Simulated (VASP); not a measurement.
## MgO2: relaxation of cell and atoms with PBEsol

Crystal: MgO2.

```
Mg O
1.0
    -1.99970    1.99970    2.37290
     1.99970   -1.99970    2.37290
     1.99970    1.99970   -2.37290
Mg O
2 4
Direct
  0.25000 0.25000 0.00000
  0.75000 0.75000 0.00000
  0.62850 0.12850 0.75700
  0.37150 0.87150 0.24300
  0.12850 0.37150 0.50000
  0.87150 0.62850 0.50000
```

The cell was built by a generator and needn't be a form met in nature.

The cell isn't the ideal one: cell and atoms relaxed at 93.5 GPa.

| Item | Value |
| --- | --- |
| Program | VASP 6.6.1 |
| Task | relaxation of cell and atoms |
| Functional | PBEsol |
| Potentials or basis | VASP PAW PBE potentials, release 64 (Mg, O) |
| Cutoff | 600 eV |
| k mesh | 8 × 8 × 8 |
| Occupations | gaussian, width 0.01 eV |
| Spin | no spin polarisation |
| Target pressure | 93.5 GPa |
| Dipole correction | no |
| Further INCAR settings | ALGO = Normal; EDIFF = 1e-07; IBRION = 2; EDIFFG = -0.003; NSW = 80; ISIF = 3 |
| Target pressure | 93.5 GPa |

```
Relaxed volume                                         : 6.28 Å³/atom
Relaxed cell                                           : a = 3.682 Å, b = 3.682 Å, c = 3.682 Å, α = 114.33°, β = 114.33°, γ = 100.14°
Space group after relaxing (to 0.05 Å)                 : I4/mcm (No. 140)
Energy change on relaxing (the enthalpy is what falls) : +13.0 meV/atom
Ionic steps                                            : 10
Pressure after relaxing                                : 93.5 GPa
Band gap on the k mesh                                 : 3.69 eV, indirect (least direct gap 4.70 eV)
```

Step by step:
| step | energy change (eV) | largest force (eV/Å) | pressure (GPa) | volume (Å³) |
| --- | --- | --- | --- | --- |
| 1 | 0.0000 | 1.4687 | 88.74 | 37.96 |
| 2 | 1.0275 | 5.1576 | 113.68 | 36.93 |
| 3 | 0.1184 | 0.0462 | 94.74 | 37.62 |
| 4 | 0.1145 | 0.0809 | 94.60 | 37.63 |
| 5 | -0.0058 | 0.0373 | 91.59 | 37.83 |
| 6 | 0.0335 | 0.0022 | 92.59 | 37.77 |
| 7 | 0.1039 | 0.0226 | 94.06 | 37.64 |
| 8 | 0.0784 | 0.0138 | 93.53 | 37.69 |
| 9 | 0.0775 | 0.0244 | 93.45 | 37.69 |
| 10 | 0.0781 | 0.0004 | 93.50 | 37.69 |

Final structure:
```yaml
crystal:
  lattice:
    - [-1.99663, 1.99663, 2.36347]
    - [1.99663, -1.99663, 2.36347]
    - [1.99663, 1.99663, -2.36347]
  atoms:
    - { symbol: Mg, position: [0.25000, 0.25000, 0.00000] }
    - { symbol: Mg, position: [0.75000, 0.75000, 0.00000] }
    - { symbol: O, position: [0.62423, 0.12423, 0.74845] }
    - { symbol: O, position: [0.37577, 0.87577, 0.25155] }
    - { symbol: O, position: [0.12423, 0.37577, 0.50000] }
    - { symbol: O, position: [0.87577, 0.62423, 0.50000] }
```

Levels at points of the mesh, in eV from the valence-band top:
```tsv
k point	band 12	band 13	band 14	band 15	band 16	band 17
(0.00, 0.00, 0.00)	-3.97	-3.97	-0.53	5.16	5.16	8.11
(0.50, 0.00, 0.00)	-2.91	-2.43	-2.43	3.80	3.80	10.90
(0.50, 0.50, 0.00)	-2.90	-2.62	-1.66	4.46	4.87	10.43
(0.50, 0.50, 0.50)	-1.69	-1.69	0.00	4.92	4.92	11.92
```

Run time: 4.9 min on 1 thread of Intel(R) Xeon(R) Platinum 8488C (Sapphire Rapids), on a shared host, peak memory 0.2 GiB.

Caveat: the cell is relaxed towards a set pressure, so the enthalpy falls and the energy may rise; the PAW data sets were made with another functional, which shifts forces and pressure a little. A k mesh can miss the band edges.
